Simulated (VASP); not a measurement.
Input of a VASP 6.6.1 run:

Contents of INCAR:

```
SYSTEM = Ag
  ALGO = Normal
  DIPOL = 0.5 0.5 0.500
  EDIFF = 1E-7
  EDIFFG = -0.005
  ENCUT = 520
  GGA = PE
  IBRION = 2
  IDIPOL = 3
  ISIF = 2
  ISMEAR = -1
  LASPH = .TRUE.
  LCHARG = .FALSE.
  LDIPOL = .TRUE.
  LREAL = .FALSE.
  LWAVE = .FALSE.
  NELM = 100
  NSW = 60
  PREC = Accurate
  SIGMA = 0.05
```

File KPOINTS:

```
k-points
0
G
  7 7 1
  0 0 0
```

File POSCAR:

```
Ag
1.0
    2.9460943265      0.0000000000      0.0000000000
   -1.4730471633      2.5513925288      0.0000000000
    0.0000000000      0.0000000000     29.4093000000
Ag
7
Selective dynamics
Direct
    0.0000000000      0.0000000000      0.2550213708  F F F
    0.6666666667      0.3333333333      0.3366377160  F F F
    0.3333333334      0.6666666667      0.4182540611  F F F
    0.6666666667      0.3333333333      0.5000000000  T T T
    0.3333333334      0.6666666667      0.5816163452  T T T
    0.0000000000      0.0000000000      0.6632326903  T T T
    0.3333333334      0.6666666667      0.7449786292  T T T
```

Potentials or basis: VASP PAW PBE potentials, release 64 (Ag).

Launch:

```sh
$ cat potpaw_PBE.64/Ag/POTCAR > POTCAR
$ mpirun -np 1 vasp_std > vasp.out
```

Q: Estimate the band gap on the k mesh.

A: None (metal or under the smearing width).

Q: What does it give for the energy gained by relaxing?

A: 0.5 meV/atom.

Final structure:
```cif
data_structure
_symmetry_space_group_name_H-M 'P 1'
_symmetry_Int_Tables_number 1
_cell_length_a 2.9461
_cell_length_b 2.9461
_cell_length_c 29.4093
_cell_angle_alpha 90.000
_cell_angle_beta 90.000
_cell_angle_gamma 120.000
_cell_volume 221.06
loop_
_atom_site_label
_atom_site_type_symbol
_atom_site_fract_x
_atom_site_fract_y
_atom_site_fract_z
_atom_site_occupancy
Ag1 Ag 0.00000 0.00000 0.25502 1
Ag2 Ag 0.66667 0.33333 0.33664 1
Ag3 Ag 0.33333 0.66667 0.41825 1
Ag4 Ag 0.66667 0.33333 0.49962 1
Ag5 Ag 0.33333 0.66667 0.58089 1
Ag6 Ag 0.00000 0.00000 0.66211 1
Ag7 Ag 0.33333 0.66667 0.74231 1
```
